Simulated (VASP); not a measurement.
# C (Fd-3m) in VASP: a series of runs

One crystal, C, is run at these levels: MS2, PBE, PBEsol; tasks: relaxation of cell and atoms, single point.

Program: VASP 6.6.1. These are calculated values, not measurements. Logs are shortened: lines on timing, memory, paths and dates and some standing lists are left out, and cuts for length are marked.

## Step 1: The crystal as given

The structure is cubic, space group Fd-3m (No. 227). Conventional cell: a = 3.567 Å, b = 3.567 Å, c = 3.567 Å, α = 90.00°, β = 90.00°, γ = 90.00°. C (site symmetry -43m) has 4 C at 1.54 Å as nearest neighbours.

This isn't the form of C at room conditions, which is graphite.

## Step 2: Relaxation of cell and atoms, MS2

File INCAR:

```
SYSTEM = C
ALGO     = Normal         ! electronic algorithm
EDIFF    = 1E-6           ! SCF threshold, eV
EDIFFG   = -0.005         ! ionic threshold
ENCUT    = 600            ! plane-wave cutoff, eV
IBRION   = 2              ! ionic algorithm
ISIF     = 3              ! what is computed and relaxed
ISMEAR   = -1             ! smearing method
LASPH    = .True.         ! aspherical terms in the spheres
LCHARG   = .False.        ! write CHGCAR
LMIXTAU  = .True.       
LREAL    = .False.        ! projectors in reciprocal space
LWAVE    = .False.        ! write WAVECAR
METAGGA  = MS2            ! meta-GGA
NELM     = 100            ! most SCF steps
NSW      = 40             ! ionic steps
PREC     = Accurate       ! precision mode
SIGMA    = 0.05           ! smearing width, eV
```

File KPOINTS:

```
k-points
0
Gamma
  13 13 13
  0 0 0
```

File POSCAR:

```
C
1.0
    0.0000000000      1.7833700000      1.7833700000
    1.7833700000      0.0000000000      1.7833700000
    1.7833700000      1.7833700000      0.0000000000
C
2
Direct
    0.7500000000      0.7500000000      0.7500000000
    0.5000000000      0.5000000000      0.5000000000
```

Potentials or basis: VASP PAW PBE potentials, release 64 (C).

Run with:

```
cat potpaw_PBE.64/C/POTCAR > POTCAR
mpirun -np 1 vasp_std > vasp.out
```

OUTCAR:

```text
SYSTEM = C
   EDIFF = 1E-6
   EDIFFG = -0.005
   ENCUT = 600
   IBRION = 2
   ISIF = 3
   ISMEAR = -1
   LASPH = .True.
   LREAL = .False.
   METAGGA = MS2
   NELM = 100
   NSW = 40
   PREC = Accurate

 ion  position               nearest neighbor table
   1  0.750  0.750  0.750-   2 1.54   2 1.54   2 1.54   2 1.54
   2  0.500  0.500  0.500-   1 1.54   1 1.54   1 1.54   1 1.54

  LATTYP: Found a face centered cubic cell.
 ALAT       =     3.5667400000

  Lattice vectors:

 A1 = (   0.0000000000,   1.7833700000,   1.7833700000)
 A2 = (   1.7833700000,   0.0000000000,   1.7833700000)
 A3 = (   1.7833700000,   1.7833700000,   0.0000000000)

Analysis of symmetry for initial positions (statically):
=====================================================================
 Subroutine PRICEL returns:
 Original cell was already a primitive cell.

 Routine SETGRP: Setting up the symmetry group for a
 face centered cubic supercell.

 Subroutine GETGRP returns: Found 48 space group operations
 (whereof 24 operations were pure point group operations)
 out of a pool of 48 trial point group operations.

The static configuration has the point symmetry T_d .
 The point group associated with its full space group is O_h .

Analysis of symmetry for dynamics (positions and initial velocities):
=====================================================================
 Subroutine PRICEL returns:
 Original cell was already a primitive cell.

 Routine SETGRP: Setting up the symmetry group for a
 face centered cubic supercell.

 Subroutine GETGRP returns: Found 48 space group operations
 (whereof 24 operations were pure point group operations)
 out of a pool of 48 trial point group operations.

The dynamic configuration has the point symmetry T_d .
 The point group associated with its full space group is O_h .

 Subroutine INISYM returns: Found 48 space group operations
 (whereof 24 operations are pure point group operations),
 and found     1 'primitive' translations

----------------------------------------------------------------------------------------

                                     Primitive cell

  volume of cell :      11.3437

  direct lattice vectors                    reciprocal lattice vectors
     0.000000000  1.783370000  1.783370000    -0.280368067  0.280368067  0.280368067
     1.783370000  0.000000000  1.783370000     0.280368067 -0.280368067  0.280368067
     1.783370000  1.783370000  0.000000000     0.280368067  0.280368067 -0.280368067

  length of vectors
     2.522066041  2.522066041  2.522066041     0.485611737  0.485611737  0.485611737

  position of ions in fractional coordinates (direct lattice)
     0.750000000  0.750000000  0.750000000
     0.500000000  0.500000000  0.500000000

  ion indices of the primitive-cell ions
   primitive index   ion index
                 1           1
                 2           2

----------------------------------------------------------------------------------------

 KPOINTS: k-points

Automatic generation of k-mesh.
 Grid dimensions read from file:
 generate k-points for:   13   13   13

 Generating k-lattice:

  Cartesian coordinates                     Fractional coordinates (reciprocal lattice)
    -0.021566774  0.021566774  0.021566774     0.076923077  0.000000000  0.000000000
     0.021566774 -0.021566774  0.021566774     0.000000000  0.076923077  0.000000000
     0.021566774  0.021566774 -0.021566774     0.000000000  0.000000000  0.076923077

  Length of vectors
     0.037354749  0.037354749  0.037354749

  Shift w.r.t. Gamma in fractional coordinates (k-lattice)
     0.000000000  0.000000000  0.000000000

 Subroutine IBZKPT returns following result:
 ===========================================

 Found     84 irreducible k-points:

 Following reciprocal coordinates:
            Coordinates               Weight
  0.000000  0.000000  0.000000      1.000000
  0.076923  0.000000  0.000000      8.000000
  0.153846  0.000000  0.000000      8.000000
  0.230769  0.000000  0.000000      8.000000
  0.307692  0.000000  0.000000      8.000000
  0.384615  0.000000  0.000000      8.000000
[... 42 lines left out ...]
 -0.461538  0.461538  0.000000     12.000000
  0.230769  0.153846  0.076923     24.000000
 [... further k-points ...]
   k-points           NKPTS =     84   k-points in BZ     NKDIM =     84   number of bands    NBANDS=      8
   number of dos      NEDOS =    301   number of ions     NIONS =      2
   total plane-waves  NPLWV =   8000
   dimension x,y,z NGX =    20 NGY =   20 NGZ =   20
   dimension x,y,z NGXF=    40 NGYF=   40 NGZF=   40
   ions per type =               2
   NGX,Y,Z   is equivalent  to a cutoff of  13.18, 13.18, 13.18 a.u.
   NGXF,Y,Z  is equivalent  to a cutoff of  26.37, 26.37, 26.37 a.u.
 SYSTEM =  C
   PREC   = accura    normal or accurate (medium, high low for compatibility)
   ISTART =      0    job   : 0-new  1-cont  2-samecut
   ICHARG =      2    charge: 1-file 2-atom 10-const
   ISPIN  =      1    spin polarized calculation?
   LNONCOLLINEAR =      F non collinear calculations
   LSORBIT =      F    spin-orbit coupling
   LASPH  =      T    aspherical Exc in radial PAW
   ENCUT  =  600.0 eV  44.10 Ry    6.64 a.u.   5.04  5.04  5.04*2*pi/ulx,y,z
   NELM   =    100;   NELMIN=  2; NELMDL= -5     # of ELM steps
   EDIFF  = 0.1E-05   stopping-criterion for ELM
   LREAL  =      F    real-space projection
   EDIFFG = -.5E-02   stopping-criterion for IOM
   NSW    =     40    number of steps for IOM
   IBRION =      2    ionic relax: 0-MD 1-quasi-New 2-CG
   NFREE  =      1    steps in history (QN), initial steepest desc. (CG)
   ISIF   =      3    stress and relaxation
   ISYM   =      2    0-nonsym 1-usesym 2-fastsym
   POTIM  = 0.5000    time-step for ionic-motion
   TEBEG  =    0.0;   TEEND  =   0.0 temperature during run
   PSTRESS=    0.0 pullay stress
   NELECT =       8.0000    total number of electrons
   NUPDOWN=      -1.0000    fix difference up-down
   EMIN   =  10.00;   EMAX   =-10.00  energy-range for DOS
   EFERMI =   0.00;   METHOD = LEGACY
   ISMEAR =    -1;   SIGMA  =   0.05  broadening in eV -4-tet -1-fermi 0-gaus
   EFERMI_NEDOS =   21; number of points for ismear=-14 and -15
   IALGO  =     38    algorithm
   IMIX   =      4    mixing-type and parameters
     AMIX     =   0.40;   BMIX     =  1.00
     AMIX_MAG =   1.60;   BMIX_MAG =  1.00
  volume/ion in A,a.u.               =       5.67        38.28
  Fermi-wavevector in a.u.,A,eV,Ry     =   1.457203  2.753714 28.891161  2.123440
  Thomas-Fermi vector in A             =   2.574032
   LORBIT       =      0    0 simple, 1 ext, 2 COOP (PROOUT), +10 PAW based schemes
   METAGGA = MS2    functional components
   LHFCALC =     F    Hartree Fock is set to
   AEXX    =    0.0000 exact exchange contribution
   IVDW    =     0    specifies the selected vdW correction
   LEPSILON=     F    determine dielectric tensor
   LRPA    =     F    only Hartree local field effects (RPA)
 conjugate gradient relaxation of ions
 non-spin polarized calculation
  energy-cutoff  :      600.00
  volume of cell :       11.34
 maximum number of plane-waves:       388
   NGX =  9   NGY =  9   NGZ =  9

--------------------------------------- Ionic step        1  -------------------------------------------

 number of electron       7.9999999 magnetization

 Free energy of the ion-electron system (eV)
  ---------------------------------------------------
  ext. energy  EPLUGINS =         0.00000000
  ---------------------------------------------------
  free energy    TOTEN  =       -21.97391889 eV

  energy without entropy =      -21.97391889  energy(sigma->0) =      -21.97391889

------------------------ aborting loop because EDIFF is reached ----------------------------------------

  FORCE on cell =-STRESS in cart. coord.  units (eV):
  Direction    XX          YY          ZZ          XY          YZ          ZX
  --------------------------------------------------------------------------------------
  -------------------------------------------------------------------------------------
  Total       -0.4018918     -0.4018918     -0.4018918      0.0000000      0.0000000      0.0000000
  in kB      -56.7630045    -56.7630045    -56.7630045      0.0000000      0.0000000      0.0000000
  external PRESSURE =     -56.7630045 kB  Pullay stress =       0.0000000 kB
[... 57 lines left out ...]
  energy  without entropy=      -21.9718530452  energy(sigma->0) =      -21.97185305

--------------------------------------- Ionic step        3  -------------------------------------------

 number of electron       7.9999999 magnetization

 Free energy of the ion-electron system (eV)
  ---------------------------------------------------
  ext. energy  EPLUGINS =         0.00000000
  ---------------------------------------------------
  free energy    TOTEN  =       -21.97644073 eV

  energy without entropy =      -21.97644073  energy(sigma->0) =      -21.97644073

 E-fermi :  10.4946     XC(G=0): -13.9577

 val. band max:        9.6326586588   @ k =   0.0000   0.0000   0.0000
 cond. band min:      14.4376622162   @ k =   0.3846   0.3846   0.0000
 fundamental gap:      4.8050035574
 Fermi energy:        10.4946085696

 k-point     1 :       0.0000    0.0000    0.0000
  band No.  band energies     occupation
      1     -12.5525      2.00000
      2       9.6327      2.00000
      3       9.6327      2.00000
      4       9.6327      2.00000
      5      16.3252      0.00000
      6      16.3252      0.00000
      7      16.3252      0.00000
      8      24.6549      0.00000
[... 419 lines left out ...]
 k-point    40 :       0.4615    0.3077    0.0000
  band No.  band energies     occupation
      1      -6.6729      2.00000
      2      -0.0365      2.00000
      3       2.5920      2.00000
      4       4.1245      2.00000
      5      15.5876      0.00000
      6      18.8264      0.00000
      7      25.5641      0.00000
      8      25.7871      0.00000

 [... further k-points ...]

------------------------ aborting loop because EDIFF is reached ----------------------------------------

  FORCE on cell =-STRESS in cart. coord.  units (eV):
  Direction    XX          YY          ZZ          XY          YZ          ZX
  --------------------------------------------------------------------------------------
  -------------------------------------------------------------------------------------
  Total       -0.0009497     -0.0009497     -0.0009497      0.0000000      0.0000000     -0.0000000
  in kB       -0.1358109     -0.1358109     -0.1358109      0.0000000      0.0000000     -0.0000000
  external PRESSURE =      -0.1358109 kB  Pullay stress =       0.0000000 kB
[... 17 lines left out ...]
  FREE ENERGIE OF THE ION-ELECTRON SYSTEM (eV)
  ---------------------------------------------------
  free  energy   TOTEN  =       -21.9764407275 eV

  energy  without entropy=      -21.9764407274  energy(sigma->0) =      -21.97644073

 reached required accuracy - stopping structural energy minimisation
```

It took 60 s on 1 thread of Intel Xeon Platinum 8488C (Sapphire Rapids), shared host; peak memory 0.12 GiB.

What came out:

```
Free energy                            : -21.9764 eV
Relaxed volume                         : 5.60 Å³/atom
Relaxed cell                           : a = 2.512 Å, b = 2.512 Å, c = 2.512 Å, α = 60.00°, β = 60.00°, γ = 60.00°
Space group after relaxing (to 0.05 Å) : Fd-3m (No. 227)
Energy gained by relaxing              : 1.3 meV/atom
Ionic steps                            : 3
Pressure after relaxing                : 0.0 GPa
Band gap on the k mesh                 : 4.80 eV, indirect (least direct gap 6.69 eV)
```

The path:
```
step  energy change (eV)  largest force (eV/Å)  pressure (GPa)  volume (Å³)
   1              0.0000                0.0000           -5.68        11.34
   2              0.0021                0.0000            8.03        11.02
   3             -0.0025                0.0000           -0.01        11.20
```

Final structure:
```
CELL_PARAMETERS angstrom
0.00000 1.77598 1.77598
1.77598 0.00000 1.77598
1.77598 1.77598 0.00000
ATOMIC_POSITIONS crystal
C 0.75000 0.75000 0.75000
C 0.50000 0.50000 0.50000
```

Caveat: the PAW data sets were made with another functional, which shifts forces and pressure a little; an odd mesh through Γ misses points on the zone boundary, where band edges often lie.

## Step 3: Single point, PBE

File INCAR:

```
  PREC = Accurate
  ENCUT = 520
  EDIFF = 1E-6
  ISMEAR = 0
  SIGMA = 0.015
  LREAL = False
  LASPH = True
  NELM = 100
  ALGO = Normal
  ISIF = 2
  LWAVE = False
  LCHARG = True
  GGA = PE
  LELF = True
  LVHAR = True
  NBANDS = 11
```

File KPOINTS:

```
Automatic mesh
0
Gamma
  13 13 13
```

POSCAR is that of step 2.

Potentials or basis: VASP PAW PBE potentials, release 64 (C).

Run with:

```
cat potpaw_PBE.64/C/POTCAR > POTCAR
mpirun -np 1 vasp_std > vasp.out
```

Run time: 12 s. Hardware: 1 thread of Intel Xeon Platinum 8488C (Sapphire Rapids), shared host; peak memory 0.12 GiB.

It converged, with:

| Property | Result |
| --- | --- |
| Free energy | -18.1853 eV |
| Pressure | 2.5 GPa |
| Band gap on the k mesh | 4.14 eV, indirect (least direct gap 5.59 eV) |

Levels at points of the mesh, in eV from the valence-band top:
| k point | band 1 | band 2 | band 3 | band 4 | band 5 | band 6 | band 7 | band 8 |
| --- | --- | --- | --- | --- | --- | --- | --- | --- |
| (0.00, 0.00, 0.00) | -21.48 | 0.00 | 0.00 | 0.00 | 5.59 | 5.59 | 5.59 | 13.33 |

Caveat: an odd mesh through Γ misses points on the zone boundary, where band edges often lie.

[end of part 1 of 2]
